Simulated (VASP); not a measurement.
# Sn (Fd-3m) in VASP: notebook

Aim: see how the results for Sn move with the level of theory and the settings. Levels: PBEsol, PBE. Tasks: relaxation of cell and atoms.

All numbers are computed with VASP 6.6.1; they aren't measurements. Logs are shortened: lines on timing, memory, paths and dates and some standing lists are left out, and cuts for length are marked.

## 1. The structure

It takes space group Fd-3m (No. 227, cubic). Conventional cell: a = 6.537 Å, b = 6.537 Å, c = 6.537 Å, α = 90.00°, β = 90.00°, γ = 90.00°. Around Sn (site symmetry -43m) lie 4 Sn at 2.83 Å.

This isn't the form of Sn at room conditions, which is tetragonal (white tin).

## 2. Relaxation of cell and atoms, PBEsol

Contents of INCAR:

```
ALGO = Normal
EDIFF = 1E-7
EDIFFG = -0.005
ENCUT = 600
GGA = PS
IBRION = 2
ISIF = 3
ISMEAR = 0
LASPH = True
LCHARG = False
LREAL = False
LWAVE = False
NELM = 80
NSW = 90
PREC = Accurate
SIGMA = 0.03
```

Contents of KPOINTS:

```
k-points
0
Gamma
  10 10 10
```

Contents of POSCAR:

```
Sn                                      
1.0
    0.0000000000      3.2685833775      3.2685833775
    3.2685833775     -0.0000000000      3.2685833775
    3.2685833775      3.2685833775      0.0000000000
  Sn            
     2
Direct
     0.0000000000000000    0.0000000000000000    0.0000000000000000
     0.2500000000000000    0.2500000000000000    0.2500000000000000
```

Potentials or basis: VASP PAW PBE potentials, release 64 (Sn_d).

Command:

```console
$ cat potpaw_PBE.64/Sn_d/POTCAR > POTCAR
$ mpirun -np 1 vasp_std > vasp.out
```

OUTCAR:

```text
EDIFF = 1E-7
   EDIFFG = -0.005
   ENCUT = 600
   GGA = PS
   IBRION = 2
   ISIF = 3
   ISMEAR = 0
   LASPH = True
   LREAL = False
   NELM = 80
   NSW = 90
   PREC = Accurate

 ion  position               nearest neighbor table
   1  0.000  0.000  0.000-   2 2.83   2 2.83   2 2.83   2 2.83
   2  0.250  0.250  0.250-   1 2.83   1 2.83   1 2.83   1 2.83

  LATTYP: Found a face centered cubic cell.
 ALAT       =     6.5371667550

  Lattice vectors:

 A1 = (   0.0000000000,   3.2685833775,   3.2685833775)
 A2 = (   3.2685833775,   0.0000000000,   3.2685833775)
 A3 = (   3.2685833775,   3.2685833775,   0.0000000000)

Analysis of symmetry for initial positions (statically):
=====================================================================
 Subroutine PRICEL returns:
 Original cell was already a primitive cell.

 Routine SETGRP: Setting up the symmetry group for a
 face centered cubic supercell.

 Subroutine GETGRP returns: Found 48 space group operations
 (whereof 24 operations were pure point group operations)
 out of a pool of 48 trial point group operations.

The static configuration has the point symmetry T_d .
 The point group associated with its full space group is O_h .

Analysis of symmetry for dynamics (positions and initial velocities):
=====================================================================
 Subroutine PRICEL returns:
 Original cell was already a primitive cell.

 Routine SETGRP: Setting up the symmetry group for a
 face centered cubic supercell.

 Subroutine GETGRP returns: Found 48 space group operations
 (whereof 24 operations were pure point group operations)
 out of a pool of 48 trial point group operations.

The dynamic configuration has the point symmetry T_d .
 The point group associated with its full space group is O_h .

 Subroutine INISYM returns: Found 48 space group operations
 (whereof 24 operations are pure point group operations),
 and found     1 'primitive' translations

----------------------------------------------------------------------------------------

                                     Primitive cell

  volume of cell :      69.8407

  direct lattice vectors                    reciprocal lattice vectors
     0.000000000  3.268583378  3.268583378    -0.152971469  0.152971469  0.152971469
     3.268583378  0.000000000  3.268583378     0.152971469 -0.152971469  0.152971469
     3.268583378  3.268583378  0.000000000     0.152971469  0.152971469 -0.152971469

  length of vectors
[... 84 lines left out ...]
   EDIFFG = -.5E-02   stopping-criterion for IOM
   NSW    =     90    number of steps for IOM
   IBRION =      2    ionic relax: 0-MD 1-quasi-New 2-CG
   NFREE  =      1    steps in history (QN), initial steepest desc. (CG)
   ISIF   =      3    stress and relaxation
   ISYM   =      2    0-nonsym 1-usesym 2-fastsym
   POTIM  = 0.5000    time-step for ionic-motion
   TEBEG  =    0.0;   TEEND  =   0.0 temperature during run
   PSTRESS=    0.0 pullay stress
   NELECT =      28.0000    total number of electrons
   NUPDOWN=      -1.0000    fix difference up-down
   EMIN   =  10.00;   EMAX   =-10.00  energy-range for DOS
   EFERMI =   0.00;   METHOD = LEGACY
   ISMEAR =     0;   SIGMA  =   0.03  broadening in eV -4-tet -1-fermi 0-gaus
   EFERMI_NEDOS =   21; number of points for ismear=-14 and -15
   IALGO  =     38    algorithm
   IMIX   =      4    mixing-type and parameters
     AMIX     =   0.40;   BMIX     =  1.00
     AMIX_MAG =   1.60;   BMIX_MAG =  1.00
  volume/ion in A,a.u.               =      34.92       235.65
  Fermi-wavevector in a.u.,A,eV,Ry     =   1.207141  2.281165 19.826260  1.457189
  Thomas-Fermi vector in A             =   2.342787
   LORBIT       =      0    0 simple, 1 ext, 2 COOP (PROOUT), +10 PAW based schemes
   GGA     = PS    functional components
   LHFCALC =     F    Hartree Fock is set to
   AEXX    =    0.0000 exact exchange contribution
   IVDW    =     0    specifies the selected vdW correction
   LEPSILON=     F    determine dielectric tensor
   LRPA    =     F    only Hartree local field effects (RPA)
 conjugate gradient relaxation of ions
 non-spin polarized calculation
 Gauss-broadening in eV      SIGMA  =   0.03
  energy-cutoff  :      600.00
  volume of cell :       69.84
 maximum number of plane-waves:      2346
 NGX is ok and might be reduce to    40
   NGX = 19   NGY = 19   NGZ = 19

 number of electron      28.0000003 magnetization

 Free energy of the ion-electron system (eV)
  ---------------------------------------------------
  ext. energy  EPLUGINS =         0.00000000
  ---------------------------------------------------
  free energy    TOTEN  =        -8.46331919 eV

  energy without entropy =       -8.46310833  energy(sigma->0) =       -8.46321376

 E-fermi :   5.1833     XC(G=0):  -8.9696

 val. band max:        5.1575819740   @ k =   0.1000   0.0000   0.0000
 cond. band min:       5.2190586764   @ k =   0.4000   0.0000   0.0000
 fundamental gap:      0.0614767025
 Fermi energy:         5.1833201612

 k-point     1 :       0.0000    0.0000    0.0000
  band No.  band energies     occupation
      1     -16.2969      2.00000
      2     -16.2969      2.00000
      3     -16.2969      2.00000
      4     -16.2394      2.00000
      5     -16.2394      2.00000
      6     -15.9453      2.00000
[... 481 lines left out ...]
      5     -16.1236      2.00000
      6     -16.0976      2.00000
[... 10 lines left out ...]
     17      10.6080      0.00000
     18      11.1022      0.00000

 [... further k-points ...]

------------------------ aborting loop because EDIFF is reached ----------------------------------------

  FORCE on cell =-STRESS in cart. coord.  units (eV):
  Direction    XX          YY          ZZ          XY          YZ          ZX
  --------------------------------------------------------------------------------------
  -------------------------------------------------------------------------------------
  Total        0.0021703      0.0021703      0.0021703      0.0000000      0.0000000      0.0000000
  in kB        0.0497876      0.0497876      0.0497876      0.0000000      0.0000000      0.0000000
  external PRESSURE =       0.0497876 kB  Pullay stress =       0.0000000 kB

 VOLUME and BASIS-vectors are now :
 -----------------------------------------------------------------------------
  energy-cutoff  :      600.00
  volume of cell :       69.84
      direct lattice vectors                 reciprocal lattice vectors
     0.000000000  3.268583378  3.268583378    -0.152971469  0.152971469  0.152971469
     3.268583378  0.000000000  3.268583378     0.152971469 -0.152971469  0.152971469
     3.268583378  3.268583378  0.000000000     0.152971469  0.152971469 -0.152971469

 POSITION                                       TOTAL-FORCE (eV/Angst)
 -----------------------------------------------------------------------------------
      0.00000      0.00000      0.00000        -0.000000     -0.000000     -0.000000
      1.63429      1.63429      1.63429         0.000000      0.000000      0.000000
 -----------------------------------------------------------------------------------
    total drift:                               -0.000000     -0.000000      0.000000

  FREE ENERGIE OF THE ION-ELECTRON SYSTEM (eV)
  ---------------------------------------------------
  free  energy   TOTEN  =        -8.4633191881 eV

  energy  without entropy=       -8.4631083319  energy(sigma->0) =       -8.46321376

 reached required accuracy - stopping structural energy minimisation
```

OSZICAR:

```text
N       E                     dE             d eps       ncg     rms          rms(c)
DAV:   1     0.214600863403E+03    0.21460E+03   -0.16120E+04  1694   0.238E+03
DAV:   2     0.121070845633E+02   -0.20249E+03   -0.20031E+03  1700   0.470E+02
DAV:   3    -0.789784985396E+01   -0.20005E+02   -0.19840E+02  1912   0.151E+02
DAV:   4    -0.853722121553E+01   -0.63937E+00   -0.63784E+00  1912   0.294E+01
DAV:   5    -0.856297266811E+01   -0.25751E-01   -0.25750E-01  2254   0.548E+00    0.318E+00
DAV:   6    -0.849485403940E+01    0.68119E-01   -0.46672E-02  2106   0.316E+00    0.180E+00
DAV:   7    -0.846214146731E+01    0.32713E-01   -0.58910E-02  1862   0.291E+00    0.164E-01
DAV:   8    -0.846302909737E+01   -0.88763E-03   -0.66205E-03  1796   0.110E+00    0.543E-02
DAV:   9    -0.846331099399E+01   -0.28190E-03   -0.37261E-04  2116   0.139E-01    0.124E-02
DAV:  10    -0.846331722425E+01   -0.62303E-05   -0.22505E-05  2092   0.548E-02    0.524E-03
DAV:  11    -0.846331912981E+01   -0.19056E-05   -0.36207E-06  1744   0.128E-02    0.121E-03
DAV:  12    -0.846331918809E+01   -0.58281E-07   -0.94855E-08  1500   0.342E-03
   1 F= -.84633192E+01 E0= -.84632138E+01  d E =-.846332E+01
```

Wall time 48 s (1 thread of Intel Xeon Platinum 8488C (Sapphire Rapids), shared host); peak memory 0.26 GiB.

What came out:

```yaml
Free_energy: -8.4633 eV
Pressure_after_relaxing: 0.0 GPa
Band_gap_on_the_k_mesh: none (metal or under the smearing width)
```

Final structure:
```
Sn
1.0
     0.00000    3.26858    3.26858
     3.26858    0.00000    3.26858
     3.26858    3.26858    0.00000
Sn
2
Cartesian
  0.0000 0.0000 0.0000
  1.6343 1.6343 1.6343
```

Caveat: the relaxation stopped at its first step, so nothing moved; the PAW data sets were made with another functional, which shifts forces and pressure a little.

## 3. Relaxation of cell and atoms, PBE

This run uses another cell than the first one, of 33.80 Å³/atom, 0.968 times its volume.

Contents of INCAR:

```
SYSTEM = Sn
ALGO = Normal
EDIFF = 1E-6
EDIFFG = -0.01
ENCUT = 600
GGA = PE
IBRION = 2
ISIF = 3
ISMEAR = 0
LASPH = .TRUE.
LCHARG = .FALSE.
LREAL = .FALSE.
LWAVE = .FALSE.
NELM = 80
NSW = 90
PREC = Accurate
SIGMA = 0.03
```

Contents of KPOINTS:

```
k-points
0
G
  10 10 10
  0 0 0
```

Contents of POSCAR:

```
Sn
1.0
    0.0000000000      3.2333428000      3.2333428000
    3.2333428000      0.0000000000      3.2333428000
    3.2333428000      3.2333428000      0.0000000000
Sn
2
Direct
    0.0000000000      0.0000000000      0.0000000000
    0.2500000000      0.2500000000      0.2500000000
```

Potentials or basis: VASP PAW PBE potentials, release 64 (Sn_d).

Command:

```console
$ cat potpaw_PBE.64/Sn_d/POTCAR > POTCAR
$ mpirun -np 1 vasp_std > vasp.out
```

It took 2.7 min on 1 thread of AMD EPYC 7R13 (Zen 3), shared host; peak memory 0.25 GiB.

The run converged. Its results:

- Free energy: -7.6894 eV
- Relaxed volume: 36.80 Å³/atom
- Relaxed cell: a = 4.704 Å, b = 4.704 Å, c = 4.704 Å, α = 60.00°, β = 60.00°, γ = 60.00°
- Space group after relaxing (to 0.05 Å): Fd-3m (No. 227)
- Energy gained by relaxing: 32.2 meV/atom
- Ionic steps: 3
- Pressure after relaxing: 0.0 GPa
- Band gap on the k mesh: none (metal or under the smearing width)

The path:
```csv
step,energy change (eV),largest force (eV/Å),pressure (GPa),volume (Å³)
1,0.0000,0.0000,3.76,67.61
2,-0.0587,0.0000,-0.90,75.67
3,-0.0645,0.0000,0.00,73.60
```

Final structure:
```
CELL_PARAMETERS angstrom
0.00000 3.32616 3.32616
3.32616 0.00000 3.32616
3.32616 3.32616 0.00000
ATOMIC_POSITIONS crystal
Sn 0.00000 0.00000 0.00000
Sn 0.25000 0.25000 0.25000
```

Levels at points of the mesh, in eV from the Fermi level:
```tsv
k point	band 10	band 11	band 12	band 13	band 14	band 15	band 16	band 17	band 18
(0.00, 0.00, 0.00)	-21.17	-10.05	-1.06	0.16	0.16	0.16	2.23	2.23	2.23
(0.50, 0.00, 0.00)	-21.13	-8.57	-5.96	-0.93	-0.93	-0.06	3.28	3.28	5.77
(0.50, 0.50, 0.00)	-21.11	-7.19	-7.19	-2.15	-2.15	0.98	0.98	7.34	7.34
```

PBE usually gives volumes a little too large and moduli too small. Zero-point motion and thermal expansion aren't in these numbers.
